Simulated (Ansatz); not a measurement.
## Li: pressure against volume

Li, Im-3m, a = 3.431 Å. Ansatz: PBEsol, PAW, 420 eV, Γ-centred 16×16×16 mesh on 1 atom, Gaussian smearing 0.10 eV; no spin polarisation. Symmetry fixes shape and atoms, so the cell is only scaled; pressure is positive in compression.

| V (Å³/atom) | P (GPa) |
| --- | --- |
| 17.765 | ? |
| 18.370 | 1.57 |
| 18.976 | 0.99 |
| 19.582 | 0.49 |
| 20.187 | 0.04 |
| 20.793 | -0.35 |
| 21.399 | -0.69 |
| 22.206 | -1.08 |

Take V0 = 20.187 Å³/atom, count pressures from its P0 = 0.04 GPa, fit the third-order Birch–Murnaghan form to the other rows, and predict the missing pressure.

With the Eulerian strain f = ½[(V0/V)^(2/3) − 1] and y = (P − P0)/[3f(1 + 2f)^(5/2)], the form is the line y = B0 + 1.5 B0 (B0′ − 4) f. Rows (f, y): 0.03245, 13.43; 0.02105, 13.57; 0.01025, 13.91; -0.00976, 13.99; -0.01906, 14.07; -0.03079, 14.21. Means f = 0.0006900, y = 13.863; Σ(Δf)² = 0.003005, ΣΔfΔy = -0.03561; the slope is their ratio. y = 13.87 − 11.85 f GPa, so B0 = 13.9 GPa and B0′ = 4 + 2 × (-11.85)/(3 × 13.87) = 3.43. At V = 17.765, f = 0.04447, y = 13.343 and P = 2.24 GPa. The run gave 2.23 GPa, so the fit is 0.01 GPa too high, a small miss on the scale of the series.